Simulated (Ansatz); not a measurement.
Crystal: EuS.

```
Eu S
1.0
     0.00000    2.97850    2.97850
     2.97850    0.00000    2.97850
     2.97850    2.97850    0.00000
Eu S
1 1
Cartesian
  0.0000 0.0000 0.0000
  2.9785 2.9785 2.9785
```

* Program: Ansatz 0.2.0
* Task: relaxation of cell and atoms
* Functional: PBE
* Dispersion: D4
* Potentials or basis: Ansatz PAW
* Cutoff: 420 eV (not typed: the program's choice for these potentials)
* k mesh: 8 × 8 × 8
* Occupations: fermi-dirac, width 0.05 eV
* Spin: collinear spin, ferromagnetic start
* Starting moments: [7.0, 0.0] μB

At the start: volume 26.42 Å³/atom.

Problem. Where does the relaxation end?

Solution. It ends after 5 steps and the volume is 24.06 Å³/atom (-8.9 %); space group Fm-3m (No. 225, to 0.05 Å); moment 6.95 μB per cell.

Step by step:
```
step  energy change (eV)  largest force (eV/Å)  volume (Å³)
   1              0.0000                0.0000        52.85
   2             -0.0652                0.0000        46.84
   3             -0.0707                0.0000        48.34
   4             -0.0709                0.0000        48.13
   5             -0.0693                0.0000        48.13
```

Final structure:
```
CELL_PARAMETERS angstrom
0.00000 2.88709 2.88709
2.88709 0.00000 2.88709
2.88709 2.88709 0.00000
ATOMIC_POSITIONS crystal
Eu 0.00000 0.00000 0.00000
S 0.50000 0.50000 0.50000
```

Caveat: the plane-wave basis is chosen anew once the cell has moved, so the energies of steps on either side of that aren't comparable; a cell with one magnetic atom can't hold antiferromagnetic order, which such compounds often take; without U or exact exchange the open f shell lies at the Fermi level, which spoils levels, moments and volumes; pairwise dispersion overbinds metals, which lowers pressure and volume.
